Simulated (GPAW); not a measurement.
# ZnO (Fm-3m) in GPAW: reference runs

How does ZnO come out in PBE? The cell is run as given.

Program: GPAW 26.7.0. These are calculated values, not measurements. Logs are shortened: lines on timing, memory, paths and dates and some standing lists are left out, and cuts for length are marked. The log counts tension as positive stress, the text compression.

### Step 1. Starting point

It takes space group Fm-3m (No. 225, cubic). Conventional cell: a = 4.339 Å, b = 4.339 Å, c = 4.339 Å, α = 90.00°, β = 90.00°, γ = 90.00°. Around Zn (site symmetry m-3m) lie 6 O at 2.17 Å. O (site symmetry m-3m) has 6 Zn at 2.17 Å as nearest neighbours.

Measurements of this composition are mostly on another form, of space group No. 186.

### Step 2. Single point, PBE

Contents of run.py:

```python
from ase import Atoms
from ase.dft.bandgap import bandgap
from ase.io import write
from ase.units import Bohr, GPa
from gpaw import GPAW, PW
from gpaw.elf import elf_from_dft_calculation

atoms = Atoms(['Zn', 'O'],
              cell=[[0.0, 2.169442, 2.169442],
                    [2.169442, 0.0, 2.169442],
                    [2.169442, 2.169442, 0.0]],
              scaled_positions=[[0.0, 0.0, 0.0],
                                [0.5, 0.5, 0.5]],
              pbc=True)

calc = GPAW(mode=PW(800),
            xc='PBE',
            kpts={'size': (11, 11, 11), 'gamma': True},
            occupations={'name': 'fermi-dirac', 'width': 0.05},
            nbands=18,
            convergence={'density': 1e-05, 'energy': 1e-05},
            maxiter=150,
            txt='gpaw.txt')
atoms.calc = calc
energy = atoms.get_potential_energy()
forces = atoms.get_forces()
stress = atoms.get_stress()
calc.write('gs.gpw')
write('result.traj', atoms)
print(f'Energy: {energy:.6f} eV')
print('Forces (eV/A):')
print(forces.round(4))
print('Stress (GPa):', (stress / GPa).round(3))
print('Fermi level:', round(calc.get_fermi_level(), 4), 'eV')
print(f'Gap: {bandgap(calc)[0]:.4f} eV, direct: {bandgap(calc, direct=True)[0]:.4f} eV')

# fields on the real-space grid
write('density.cube', atoms, data=calc.get_pseudo_density() * Bohr**3)
write('potential.cube', atoms, data=calc.get_electrostatic_potential())
write('elf.cube', atoms, data=elf_from_dft_calculation(calc).data)
```

Potentials or basis: GPAW PAW data sets (gpaw-data 1.2.1), pw.

Command:

```bash
OMP_NUM_THREADS=1 python run.py
```

gpaw.txt:

```text
__  _  _
 | _ |_)|_||  |
 |__||  | ||/\| - 26.7.0

Input parameters:
  mode=PW(ecut=800.0),
  convergence={'density': 1e-05, 'energy': 1e-05},
  kpts=MonkhorstPack(size=(11, 11, 11), gamma=True),
  maxiter=150,
  nbands=18,
  occupations=Occupations(name='fermi-dirac', width=0.05),
  xc=XC(name='PBE')

Diagonalizing LCAO Hamiltonian
Converting LCAO to pw mode

              O

       Zn

Atoms  # Å, Bohr magnetons
|   | symbol |        x |        y |        z |    initial magnetic moments |
|---|--------|----------|----------|----------|-----------------------------|
| 0 |     Zn | 0.000000 | 0.000000 | 0.000000 | ( 0.0000,  0.0000,  0.0000) |
| 1 |      O | 2.169442 | 2.169442 | 2.169442 | ( 0.0000,  0.0000,  0.0000) |

Unit cell  # Å
| periodic |        x |        y |        z |  lengths |    angles |
|----------|----------|----------|----------|----------|-----------|
|      yes | 0.000000 | 2.169442 | 2.169442 | 3.068054 | 60.000000 |
|      yes | 2.169442 | 0.000000 | 2.169442 | 3.068054 | 60.000000 |
|      yes | 2.169442 | 2.169442 | 0.000000 | 3.068054 | 60.000000 |

Number of symmetries: 48
Symmetry operations  # r_c * U_cc + t_c -> r_c
|    | kind |            matrix            |
|----|------|------------------------------|
|  0 |  σ   |  1, 0, 0,  1, 0,-1,  1,-1, 0 |
|  1 |  C2  |  1, 0, 0,  1,-1, 0,  1, 0,-1 |
|  2 |  E   |  1, 0, 0,  0, 1, 0,  0, 0, 1 |
|  3 |  σ   |  1, 0, 0,  0, 0, 1,  0, 1, 0 |
|  4 |  C4  |  1, 0,-1,  1, 0, 0,  1,-1, 0 |
|  5 |  S6  |  1, 0,-1,  1,-1, 0,  1, 0, 0 |
|  6 |  σ   |  1, 0,-1,  0, 1,-1,  0, 0,-1 |
|  7 |  C3  |  1, 0,-1,  0, 0,-1,  0, 1,-1 |
|  8 |  S6  |  1,-1, 0,  1, 0, 0,  1, 0,-1 |
|  9 |  C4  |  1,-1, 0,  1, 0,-1,  1, 0, 0 |
| 10 |  C3  |  1,-1, 0,  0,-1, 1,  0,-1, 0 |
| 11 |  σ   |  1,-1, 0,  0,-1, 0,  0,-1, 1 |
| 12 |  σ   |  0, 1, 0,  1, 0, 0,  0, 0, 1 |
| 13 |  C4  |  0, 1, 0,  0, 1,-1, -1, 1, 0 |
| 14 |  C3  |  0, 1, 0,  0, 0, 1,  1, 0, 0 |
| 15 |  S6  |  0, 1, 0, -1, 1, 0,  0, 1,-1 |
| 16 |  C2  |  0, 1,-1,  1, 0,-1,  0, 0,-1 |
| 17 |  σ   |  0, 1,-1,  0, 1, 0, -1, 1, 0 |
| 18 |  S4  |  0, 1,-1,  0, 0,-1,  1, 0,-1 |
| 19 |  C4  |  0, 1,-1, -1, 1, 0,  0, 1, 0 |
| 20 |  C3  |  0, 0, 1,  1, 0, 0,  0, 1, 0 |
| 21 |  σ   |  0, 0, 1,  0, 1, 0,  1, 0, 0 |
| 22 |  S6  |  0, 0, 1,  0,-1, 1, -1, 0, 1 |
| 23 |  C4  |  0, 0, 1, -1, 0, 1,  0,-1, 1 |
| 24 |  S4  |  0, 0,-1,  1, 0,-1,  0, 1,-1 |
| 25 |  C3  |  0, 0,-1,  0, 1,-1,  1, 0,-1 |
| 26 |  C2  |  0, 0,-1,  0,-1, 0, -1, 0, 0 |
| 27 |  S6  |  0, 0,-1, -1, 0, 0,  0,-1, 0 |
| 28 |  S4  |  0,-1, 1,  1,-1, 0,  0,-1, 0 |
| 29 |  C4  |  0,-1, 1,  0, 0, 1, -1, 0, 1 |
| 30 |  C2  |  0,-1, 1,  0,-1, 0,  1,-1, 0 |
| 31 |  σ   |  0,-1, 1, -1, 0, 1,  0, 0, 1 |
| 32 |  C3  |  0,-1, 0,  1,-1, 0,  0,-1, 1 |
| 33 |  S6  |  0,-1, 0,  0, 0,-1, -1, 0, 0 |
| 34 |  S4  |  0,-1, 0,  0,-1, 1,  1,-1, 0 |
| 35 |  C2  |  0,-1, 0, -1, 0, 0,  0, 0,-1 |
| 36 |  C2  | -1, 1, 0,  0, 1, 0,  0, 1,-1 |
| 37 |  S6  | -1, 1, 0,  0, 1,-1,  0, 1, 0 |
| 38 |  S4  | -1, 1, 0, -1, 0, 1, -1, 0, 0 |
| 39 |  C3  | -1, 1, 0, -1, 0, 0, -1, 0, 1 |
| 40 |  S6  | -1, 0, 1,  0, 0, 1,  0,-1, 1 |
| 41 |  C2  | -1, 0, 1,  0,-1, 1,  0, 0, 1 |
| 42 |  C3  | -1, 0, 1, -1, 1, 0, -1, 0, 0 |
| 43 |  S4  | -1, 0, 1, -1, 0, 0, -1, 1, 0 |
| 44 |  C2  | -1, 0, 0,  0, 0,-1,  0,-1, 0 |
| 45 |  i   | -1, 0, 0,  0,-1, 0,  0, 0,-1 |
| 46 |  σ   | -1, 0, 0, -1, 1, 0, -1, 0, 1 |
| 47 |  C2  | -1, 0, 0, -1, 0, 1, -1, 1, 0 |

BZ-sampling:
  Number of BZ points: 1331
  Number of IBZ points: 56

  Monkhorst-Pack size: [11, 11, 11]
  Monkhorst-Pack shift: [0, 0, 0]

K-points  # in reciprocal-cell coordinates
|     |                                coordinates |     weight |
|-----|--------------------------------------------|------------|
|   0 | (  0.00000000,   0.00000000,   0.00000000) | 0.00075131 |
|   1 | (  0.09090909,   0.09090909,   0.00000000) | 0.00450789 |
|   2 | (  0.09090909,   0.09090909,   0.09090909) | 0.00601052 |
|   3 | (  0.18181818,   0.09090909,   0.09090909) | 0.00901578 |
|   4 | (  0.18181818,   0.18181818,   0.00000000) | 0.00450789 |
|   5 | (  0.18181818,   0.18181818,   0.09090909) | 0.01803156 |
|   6 | (  0.18181818,   0.18181818,   0.18181818) | 0.00601052 |
|   7 | (  0.27272727,   0.18181818,   0.09090909) | 0.01803156 |
|   8 | (  0.27272727,   0.18181818,   0.18181818) | 0.01803156 |
|   9 | (  0.27272727,   0.27272727,   0.00000000) | 0.00450789 |
| ... |                                            |            |
|  55 | (  0.45454545,   0.45454545,   0.45454545) | 0.00601052 |

Plane wave coefficients: 1067
Cutoff: 800.0 eV

Spin-components: 1 (collinear spins)
Bands:           18
Projectors:      11
Spin-degeneracy: 2
Datatype:        complex128

Density:
  Valence electrons: 18.0
  Components: 1
  Grid points: [21 21 21]
  Charge: 0.0  # |e|

Potential:
  Grid points: [21 21 21]

species:
  Zn:
    name:    Zinc
    Z:       30.0
    valence: 12
    core:    18
    charge:  0.0  # [|e|]
    compensation charges:
      type: gauss
      rc: 0.37  # [Å]
      lmax: 2
    cutoffs:
      filter: 2.14  # [Å]
      core: 2.28  # [Å]
    projectors
    | kind |    occ | energy [eV] | rcut [Å] |
    |------|--------|-------------|----------|
    |   4s |  2.000 |      -5.977 |    1.286 |
    |   4p |  0.000 |      -1.117 |    1.270 |
    |   3d | 10.000 |     -10.142 |    1.180 |
    |    s |        |      21.234 |    1.286 |
    |    p |        |      26.095 |    1.270 |
    |    d |        |      17.070 |    1.180 |

    Using partial waves for Zn as LCAO basis

  O:
    name:    Oxygen
    Z:       8.0
    valence: 6
    core:    2
    charge:  0.0  # [|e|]
    compensation charges:
      type: gauss
      rc: 0.21  # [Å]
      lmax: 2
    cutoffs:
      filter: 1.17  # [Å]
      core: 0.83  # [Å]
    projectors
    | kind |    occ | energy [eV] | rcut [Å] |
    |------|--------|-------------|----------|
    |   2s |  2.000 |     -23.961 |    0.688 |
    |   2p |  4.000 |      -9.029 |    0.598 |
    |    s |        |       3.251 |    0.688 |
    |    p |        |      18.182 |    0.598 |
    |    d |        |       0.000 |    0.619 |

    Using partial waves for O as LCAO basis

Reference energy: -50902.178954  # eV

eigensolver:
  PPCG
  Converge bands: occupied
  niter=2

density mixing:
  MSR1-Mixer
  Pratt-step length: 0.05
  Maximum mixing coefficient: 0.75
  Old densities: 10
  SVD Regularization: 0.005
  Good broyden scale: 1.0
  Trust region scale: 1.0
  Backstep threshold: 4.0
  History deletion threshold: 6.0
  Fourier metric: weight=20.0, sigma=0.015

occupation numbers:
  Fermi-Dirac:
    width: 0.0500  # eV

poisson solver:
  ecut: 6400.0  # eV

xc functional:
[... 9 lines left out ...]
|iter     | |      energy | eigst |  dens |
|---------|-|-------------|-------|-------|
|iter:   1| |  -10.402870 | +0.26 |       |
|iter:   2| |   -9.986142 | -1.96 | -1.00 |
|iter:   3| |   -8.971066 | -0.99 | -1.05 |
|iter:   4| |   -8.967258 | -3.24 | -1.60 |
|iter:   5| |   -8.968306 | -2.61 | -1.87 |
|iter:   6| |   -8.968399 | -4.71 | -2.88 |
|iter:   7| |   -8.968446c| -5.24 | -3.34 |
|iter:   8| |   -8.968451c| -6.03 | -3.79 |
|iter:   9| |   -8.968451c| -7.45c| -4.94 |
|iter:  10| |   -8.968451c| -8.10c| -5.27c|

Converged in 10 steps
Energy contributions relative to reference atoms: (reference = -50902.178954)

Energy contributions:
  Kinetic:          20.652313
  Coulomb:         -17.741007
  Zero:              0.209306
  External:          0.000000
  Xc:              -12.089061
  Entropy:          -0.000006
  Spinorbit:         0.000000
  ----------------------------
  Free energy:      -8.968454
  Extrapolated:     -8.968451

dipole moment: (-7.973466, -7.973466, -7.973466)  # |e|*Ang

Fermi level: 5.938
Eigenvalues  # (at kpt = [0.000, 0.000, 0.000])
| band index |      eig [eV] | occ [0-2] |
|------------|---------------|-----------|
|          0 |       -12.708 |     2.000 |
|          1 |         0.708 |     2.000 |
|          2 |         0.708 |     2.000 |
|          3 |         0.708 |     2.000 |
|          4 |         0.897 |     2.000 |
|          5 |         0.897 |     2.000 |
[... 10 lines left out ...]
|         16 |        24.330 |     0.000 |
|         17 |        29.580 |     0.000 |

Gap: 0.750 eV
Transition (v -> c):
  (s=0, k=55, n=8, [0.45, 0.45, 0.45]) -> (s=0, k=0, n=9, [0.00, 0.00, 0.00])
Direct/indirect transitions are different
Direct gap: 1.955 eV
Transition at: (s=0, k=0, n=8, [0.00, 0.00, 0.00])

Forces  # eV/Ang
|       x |       y |       z |
|---------|---------|---------|
| 0.00000 | 0.00000 | 0.00000 |  # Zn   0
| 0.00000 | 0.00000 | 0.00000 |  # O    1

Stress tensor  # eV/Ang^3
|         x |         y |         z |
|-----------|-----------|-----------|
|  0.009149 | -0.000000 | -0.000000 |
| -0.000000 |  0.009149 |  0.000000 |
| -0.000000 |  0.000000 |  0.009149 |

# Writing to gs.gpw (mode='')
```

It took 23 s on 1 thread of Intel Xeon Platinum 8488C (Sapphire Rapids), shared host; peak memory 0.16 GiB.

What came out:

```yaml
Free_energy: -8.9685 eV
Pressure: -1.5 GPa
Band_gap_on_the_k_mesh: 0.75 eV, indirect (least direct gap 1.95 eV)
```

Caveat: an odd mesh through Γ misses points on the zone boundary, where band edges often lie. PBE gaps usually lie below the measured ones, often by a third to a half.
